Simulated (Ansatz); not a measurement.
Relaxed bulk NbP:

Space group I4_1md (No. 109). a = 3.347 Å, b = 3.347 Å, c = 11.428 Å, α = 90.00°, β = 90.00°, γ = 90.00°
```tsv
atom	site	symmetry	x	y	z
Nb	4a	2mm.	0.5000	0.5000	0.0000
P	4a	2mm.	0.0000	0.0000	0.0826
```

Miller indices refer to the conventional cell of I4_1md (No. 109), a = 3.347 Å, b = 3.347 Å, c = 11.428 Å, α = 90.00°, β = 90.00°, γ = 90.00°.

These are results of DFT PBE, scalar-relativistic, plane waves, PAW (Ansatz), not measurements. Cutoff 420 eV, Gaussian smearing of 0.10 eV, no spin polarisation. A dipole correction acts along the normal.

A relaxed slab with low-index faces, about a nanometre thick, has these properties:

```json
{"Surface energy (mean of both faces)": "2.24 J/m²", "Work function": "5.30 eV (top), 4.07 eV (bottom)", "Dipole of the slab along +c, per cell": "-0.08 e·Å"}
```

Task: Which low-index plane was cut, and which atoms end it?

Result: The (001) plane, with P in the top plane and Nb in the bottom one as cut, before relaxation. The planes from bottom to top: Nb, P, Nb, P, Nb, P, Nb, P.